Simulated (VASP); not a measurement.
# Settings for KI: energy along a vibration (SMASS = -2)

KI, Fm-3m (no. 225), atoms displaced along the mode, 2 atoms in the cell. PBE, energy along a line of displacements; PAW potentials I, K_sv (PBE set). VASP 6.6.1.

Wanted: harmonic frequency within 1 %.

Space group without the displacement: Fm-3m (no. 225); Mode: optical mode at Gamma along [111].

POSCAR of the starting run:
```
KI
1.0
    0.0000000000      3.5327750000      3.5327750000
    3.5327750000      0.0000000000      3.5327750000
    3.5327750000      3.5327750000      0.0000000000
I K
1 1
Direct
    0.4984603361      0.4984603361      0.4984603361
    0.0049974099      0.0049974099      0.0049974099

    0.0027196431   0.0027196431   0.0027196431
   -0.0088273623  -0.0088273623  -0.0088273623
```

The series start from k mesh: 4 × 4 × 4; Cutoff (eV): 340; Step along the mode (Å): 0.02; Precision and projection: Accurate, reciprocal space. Each series keeps the choices made before it, and each single choice may use up half of a tolerance.

## k mesh

| k mesh | Harmonic frequency (THz) | Time (s) |
|---|---|---|
| 2 × 2 × 2 | 2.812 | 40 |
| 3 × 3 × 3 | 2.975 | 40 |
| 4 × 4 × 4 | 2.988 | 98 |
| 5 × 5 × 5 | 2.99 | 110 |
| 6 × 6 × 6 (reference) | 2.99 | 174 |

Chosen: 4 × 4 × 4, the loosest value from which every tighter one stays within half of the tolerance.

## Cutoff (eV)

| Cutoff (eV) | Harmonic frequency (THz) | Time (s) |
|---|---|---|
| 190 | 2.971 | 28 |
| 230 | 3.005 | 45 |
| 260 | 2.994 | 51 |
| 300 | 2.993 | 51 |
| 340 | 2.988 | 98 |
| 390 (reference) | 2.989 | 49 |

Chosen: 260.

## Precision and projection

| Precision and projection | Harmonic frequency (THz) | Time (s) |
|---|---|---|
| Accurate, reciprocal space | 2.988 | 52 |
| Normal, reciprocal space | 2.983 | 30 |
| Normal, Auto | 2.991 | 36 |

Chosen: Normal, reciprocal space, the fastest of those that stay within half of the tolerance.

Also changed on the way, by series that aren't shown: Step along the mode (Å): 0.08.

## All choices together

| Input | Harmonic frequency (THz) | Time (s) |
|---|---|---|
| defaults on a coarse mesh (naive) | 2.942 | 8.9 |
| chosen settings | 2.983 | 30 |
| reference settings throughout | 2.999 | 108 |

The tolerance is met.

## The input

INCAR:
```
GGA      = PE             # functional
PREC     = Normal         # precision mode
ENCUT    = 260            # plane-wave cutoff, eV
EDIFF    = 1E-7           # SCF threshold, eV
ALGO     = Normal         # electronic algorithm
LREAL    = F              # projectors in reciprocal space
LASPH    = T              # aspherical terms in the spheres
ISMEAR   = 0              # smearing method
SIGMA    = 0.03           # smearing width, eV
ISYM     = 0            
LWAVE    = F              # write WAVECAR
LCHARG   = F              # write CHGCAR
IBRION   = 0              # ionic algorithm
SMASS    = -2           
POTIM    = 1              # step
NSW      = 9              # ionic steps
NELMIN   = 4            
IWAVPR   = 11           
KPAR     = 2             
```

KPOINTS:
```
Automatic mesh
0
Gamma
  4 4 4
  0 0 0
```

POSCAR:
```
KI
1.0
    0.0000000000      3.5327750000      3.5327750000
    3.5327750000      0.0000000000      3.5327750000
    3.5327750000      3.5327750000      0.0000000000
I K
1 1
Direct
    0.4938413444      0.4938413444      0.4938413444
    0.0199896395      0.0199896395      0.0199896395

    0.0108785722   0.0108785722   0.0108785722
   -0.0353094493  -0.0353094493  -0.0353094493
```

Commands:
```
cat potpaw_PBE.64/I/POTCAR potpaw_PBE.64/K_sv/POTCAR > POTCAR
mpirun -np 2 vasp_std > vasp.out
```

The chosen input took VASP 6.6.1 30 s on 2 cores (Intel Xeon Platinum 8259CL @ 2.50GHz (Skylake/Cascade Lake)), a shared host.

## An input that fails: electronic threshold far too loose

It runs to its end, but against the unchanged starting input it is off by 33 % in the harmonic frequency.

Changes against the starting input:
```
- EDIFF = 1e-07
- NELMIN = 4
+ EDIFF = 0.1
```
